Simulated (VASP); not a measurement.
# InP (F-43m) in VASP: single point with HSE06

Aim: the single point of InP with HSE06.

Program: VASP 6.6.1. These are calculated values, not measurements. Logs are shortened: lines on timing, memory, paths and dates and some standing lists are left out, and cuts for length are marked.

**What was measured.**

A printed reference work, data compilation reports, for a bulk crystal of InP at 1.6 K: band gap 1.4236 eV (direct).

The results are compared with them further down.

**1. The cell of the first run**

It takes space group F-43m (No. 216, cubic). Conventional cell: a = 5.902 Å, b = 5.902 Å, c = 5.902 Å, α = 90.00°, β = 90.00°, γ = 90.00°. In (site symmetry -43m) has 4 P at 2.56 Å within 3.4 Å. Within 3.4 Å of P (site symmetry -43m) lie 4 In at 2.56 Å.

**2. Single point, HSE06**

POSCAR reads:

```
InP
1.0
    0.0000000000      2.9509074850      2.9509074850
    2.9509074850      0.0000000000      2.9509074850
    2.9509074850      2.9509074850      0.0000000000
In P
1 1
Direct
    0.0000000000      0.0000000000      0.0000000000
    0.2500000000      0.2500000000      0.2500000000
```

INCAR.step1 reads:

```
PREC     = Accurate       # precision mode
ENCUT    = 400            # plane-wave cutoff, eV
EDIFF    = 1E-5           # SCF threshold, eV
ISMEAR   = 0              # smearing method
SIGMA    = 0.02           # smearing width, eV
LREAL    = False          # projectors in reciprocal space
LASPH    = True           # aspherical terms in the spheres
NELM     = 120            # most SCF steps
ALGO     = Normal         # electronic algorithm
ISIF     = 2              # what is computed and relaxed
LWAVE    = True           # write WAVECAR
LCHARG   = False          # write CHGCAR
NBANDS   = 16             # bands
GGA      = PE             # functional
GGA_COMPAT= False
```

INCAR.step2 reads:

```
PREC     = Accurate       # precision mode
ENCUT    = 400            # plane-wave cutoff, eV
EDIFF    = 1E-6           # SCF threshold, eV
ISMEAR   = 0              # smearing method
SIGMA    = 0.02           # smearing width, eV
LREAL    = False          # projectors in reciprocal space
LASPH    = True           # aspherical terms in the spheres
NELM     = 120            # most SCF steps
ALGO     = Normal         # electronic algorithm
ISIF     = 2              # what is computed and relaxed
LWAVE    = False          # write WAVECAR
LCHARG   = False          # write CHGCAR
GGA      = PE             # functional
LHFCALC  = True           # exact exchange
HFSCREEN = 0.2079         # screening, 1/A
PRECFOCK = Normal       
NBANDS   = 16             # bands
ISTART   = 1            
GGA_COMPAT= False
```

KPOINTS reads:

```
regular mesh
0
Gamma
  6 6 6
```

Potentials or basis: VASP PAW PBE potentials, release 64 (In_d, P).

Command:

```console
> cat potpaw_PBE.64/In_d/POTCAR potpaw_PBE.64/P/POTCAR > POTCAR
> cp INCAR.step1 INCAR
> mpirun -np 1 vasp_std > vasp.out
> cp INCAR.step2 INCAR
> mpirun -np 1 vasp_std > vasp.out
```

OUTCAR:

```text
PREC = Accurate
   ENCUT = 400
   EDIFF = 1E-6
   ISMEAR = 0
   LREAL = False
   LASPH = True
   NELM = 120
   ISIF = 2
   GGA = PE
   LHFCALC = True
   HFSCREEN = 0.2079
   PRECFOCK = Normal
   ISTART = 1

 ion  position               nearest neighbor table
   1  0.000  0.000  0.000-   2 2.56   2 2.56   2 2.56   2 2.56
   2  0.250  0.250  0.250-   1 2.56   1 2.56   1 2.56   1 2.56

  LATTYP: Found a face centered cubic cell.
 ALAT       =     5.9018149700

  Lattice vectors:

 A1 = (   0.0000000000,   2.9509074850,   2.9509074850)
 A2 = (   2.9509074850,   0.0000000000,   2.9509074850)
 A3 = (   2.9509074850,   2.9509074850,   0.0000000000)

Analysis of symmetry for initial positions (statically):
=====================================================================
 Subroutine PRICEL returns:
 Original cell was already a primitive cell.

 Routine SETGRP: Setting up the symmetry group for a
 face centered cubic supercell.

 Subroutine GETGRP returns: Found 24 space group operations
 (whereof 24 operations were pure point group operations)
 out of a pool of 48 trial point group operations.

The static configuration has the point symmetry T_d .

Analysis of symmetry for dynamics (positions and initial velocities):
=====================================================================
 Subroutine PRICEL returns:
 Original cell was already a primitive cell.

 Routine SETGRP: Setting up the symmetry group for a
 face centered cubic supercell.

 Subroutine GETGRP returns: Found 24 space group operations
 (whereof 24 operations were pure point group operations)
 out of a pool of 48 trial point group operations.

The dynamic configuration has the point symmetry T_d .

 Subroutine INISYM returns: Found 24 space group operations
 (whereof 24 operations are pure point group operations),
 and found     1 'primitive' translations

----------------------------------------------------------------------------------------

                                     Primitive cell

  volume of cell :      51.3921

  direct lattice vectors                    reciprocal lattice vectors
     0.000000000  2.950907485  2.950907485    -0.169439402  0.169439402  0.169439402
     2.950907485  0.000000000  2.950907485     0.169439402 -0.169439402  0.169439402
     2.950907485  2.950907485  0.000000000     0.169439402  0.169439402 -0.169439402

  length of vectors
[... 80 lines left out ...]
   ISYM   =      3    0-nonsym 1-usesym 2-fastsym
   POTIM  = 0.5000    time-step for ionic-motion
   TEBEG  =    0.0;   TEEND  =   0.0 temperature during run
   PSTRESS=    0.0 pullay stress
   NELECT =      18.0000    total number of electrons
   NUPDOWN=      -1.0000    fix difference up-down
   EMIN   =  10.00;   EMAX   =-10.00  energy-range for DOS
   EFERMI =   0.00;   METHOD = LEGACY
   ISMEAR =     0;   SIGMA  =   0.02  broadening in eV -4-tet -1-fermi 0-gaus
   EFERMI_NEDOS =   21; number of points for ismear=-14 and -15
   IALGO  =     38    algorithm
   IMIX   =      1    mixing-type and parameters
     AMIX     =   0.40;   BMIX     =  1.00
     AMIX_MAG =   1.60;   BMIX_MAG =  1.00
  volume/ion in A,a.u.               =      25.70       173.41
  Fermi-wavevector in a.u.,A,eV,Ry     =   1.153985  2.180715 18.118618  1.331681
  Thomas-Fermi vector in A             =   2.290625
   LORBIT       =      0    0 simple, 1 ext, 2 COOP (PROOUT), +10 PAW based schemes
   GGA     = PE    functional components
   LHFCALC =     T    Hartree Fock is set to
   PRECFOCK=normal    Normal, Fast or Accurate (Low or Medium for compatibility)
   ENCUT4O =  -1.0   cutoff for four orbital integrals eV
   NKREDX  =     1    reduce k-point grid by
   NKREDY  =     1    reduce k-point grid by
   NKREDZ  =     1    reduce k-point grid by
   AEXX    =    0.2500 exact exchange contribution
   HFSCREEN=    0.2079 screening length (either q_TF or 0.3 A-1)
   HFSCREENC=   0.2079 screening length for correlation (either q_TF or 0.3 A-1)
   ENCUTFOCK=  -1.0 apply spherical cutoff to Coloumb kernel
   IVDW    =     0    specifies the selected vdW correction
   LEPSILON=     F    determine dielectric tensor
   LRPA    =     F    only Hartree local field effects (RPA)
 non-spin polarized calculation
 Gauss-broadening in eV      SIGMA  =   0.02
  energy-cutoff  :      400.00
  volume of cell :       51.39
 maximum number of plane-waves:       941
  NGX = 24; NGY = 24; NGZ = 24

 number of electron      17.9999989 magnetization

 Free energy of the ion-electron system (eV)
  ---------------------------------------------------
  ext. energy  EPLUGINS =         0.00000000
  ---------------------------------------------------
  free energy    TOTEN  =        -9.98532095 eV

  energy without entropy =       -9.98532095  energy(sigma->0) =       -9.98532095

 E-fermi :   4.6369     XC(G=0):  -7.6579

 val. band max:        4.5456360570   @ k =   0.0000   0.0000   0.0000
 cond. band min:       5.9172029013   @ k =   0.0000   0.0000   0.0000
 fundamental gap:      1.3715668443
 Fermi energy:         4.6368870752

 k-point     1 :       0.0000    0.0000    0.0000
  band No.  band energies     occupation
      1     -11.3035      2.00000
      2     -11.3035      2.00000
      3     -11.3035      2.00000
      4     -11.1521      2.00000
      5     -11.1521      2.00000
      6      -8.0472      2.00000
[... 281 lines left out ...]
      3     -11.2110      2.00000
      4     -11.1790      2.00000
      5     -11.1327      2.00000
      6      -5.5026      2.00000
[... 8 lines left out ...]
     15      16.9904      0.00000
     16      17.6701      0.00000

------------------------ aborting loop because EDIFF is reached ----------------------------------------

  FORCE on cell =-STRESS in cart. coord.  units (eV):
  Direction    XX          YY          ZZ          XY          YZ          ZX
  --------------------------------------------------------------------------------------
  -------------------------------------------------------------------------------------
  Total       -0.0562229     -0.0562229     -0.0562229     -0.0000000      0.0000000     -0.0000000
  in kB       -1.7527796     -1.7527796     -1.7527796     -0.0000000      0.0000000     -0.0000000
  external PRESSURE =      -1.7527796 kB  Pullay stress =       0.0000000 kB

 VOLUME and BASIS-vectors are now :
 -----------------------------------------------------------------------------
  energy-cutoff  :      400.00
  volume of cell :       51.39
      direct lattice vectors                 reciprocal lattice vectors
     0.000000000  2.950907485  2.950907485    -0.169439402  0.169439402  0.169439402
     2.950907485  0.000000000  2.950907485     0.169439402 -0.169439402  0.169439402
     2.950907485  2.950907485  0.000000000     0.169439402  0.169439402 -0.169439402

 POSITION                                       TOTAL-FORCE (eV/Angst)
 -----------------------------------------------------------------------------------
      0.00000      0.00000      0.00000        -0.000000     -0.000000     -0.000000
      1.47545      1.47545      1.47545         0.000000      0.000000      0.000000
 -----------------------------------------------------------------------------------
    total drift:                                0.000061      0.000054      0.000036

  FREE ENERGIE OF THE ION-ELECTRON SYSTEM (eV)
  ---------------------------------------------------
  free  energy   TOTEN  =        -9.9853209462 eV

  energy  without entropy=       -9.9853209462  energy(sigma->0) =       -9.98532095
```

It took 62 min on 1 thread of Intel Xeon 8259CL, shared host; peak memory 0.28 GiB.

Results:

- Free energy: -9.9853 eV
- Pressure: -0.2 GPa
- Band gap on the k mesh: 1.37 eV

Caveat: the PAW data sets were made with another functional, which shifts forces and pressure a little; spin-orbit coupling is left out, which moves the levels of the heavy elements.

**3. Against experiment**

Step 2. A measured gap of InP is 1.4236 eV (direct; 1.6 K; a printed reference work, data compilation); the calculated 1.37 eV misses it by -0.05 eV. Spin-orbit coupling on In is left out. The value is that of HSE06, without temperature or zero-point motion.
